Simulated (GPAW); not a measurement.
GaAs:

```
As Ga
1.0
     0.00000    2.82685    2.82685
     2.82685    0.00000    2.82685
     2.82685    2.82685    0.00000
As Ga
1 1
Direct
  0.75000 0.75000 0.75000
  0.00000 0.00000 0.00000
```

Base run:

* Program: GPAW 26.7.0
* Functional: vdW-DF2
* Potentials or basis: GPAW PAW data sets (gpaw-data 1.2.1)
* Cutoff: 600 eV
* Basis: pw
* k mesh: 8 × 8 × 8
* Occupations: fermi-dirac, width 0.05 eV
* Spin: spin-orbit coupling, no magnetisation

Its results: band gap on the k mesh 0.26 eV, direct.

Question: The run is repeated on the same cell with these changes: functional from vdW-DF2 to BEEF-vdW. What comes out?

Answer: Band gap on the k mesh 0.51 eV, direct.

Caveats: spin-orbit coupling was added after a scalar SCF, so levels and gaps hold it while energy, forces, pressure and moments don't; this program's spin-orbit splittings come out too wide for heavy elements.

Not every run made on this cell is shown here.
